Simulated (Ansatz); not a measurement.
CuI (Marshite):

```
I Cu
1.0
     0.00000    3.03150    3.03150
     3.03150    0.00000    3.03150
     3.03150    3.03150    0.00000
I Cu
1 1
Direct
  0.00000 0.00000 0.00000
  0.75000 0.75000 0.75000
```

- Program: Ansatz 0.2.0
- Task: relaxation of cell and atoms
- Functional: revPBE
- Dispersion: D3(BJ)
- Potentials or basis: Ansatz PAW
- Cutoff: 420 eV (not typed: the program's choice for these potentials)
- k mesh: 8 × 8 × 8
- Occupations: fermi-dirac, width 0.05 eV
- Spin: no spin polarisation

At the start: volume 27.86 Å³/atom.

Where does the relaxation end?

It ends after 4 steps and the volume is 26.14 Å³/atom (-6.2 %); space group F-43m (No. 216, to 0.05 Å).

Step by step:
```csv
step,energy change (eV),largest force (eV/Å),volume (Å³)
1,0.0000,0.0000,55.72
2,-0.0308,0.0000,52.38
3,-0.0308,0.0000,52.27
4,-0.0296,0.0000,52.27
```

Final structure:
```
I Cu
1.0
     0.00000    2.96767    2.96767
     2.96767    0.00000    2.96767
     2.96767    2.96767    0.00000
I Cu
1 1
Cartesian
  0.0000 0.0000 0.0000
  4.4515 4.4515 4.4515
```

Caveat: the plane-wave basis is chosen anew once the cell has moved, so the energies of steps on either side of that aren't comparable; the PAW data sets come from PBE, with cores solved anew for the run's functional, which leaves a small shift of forces and pressure.
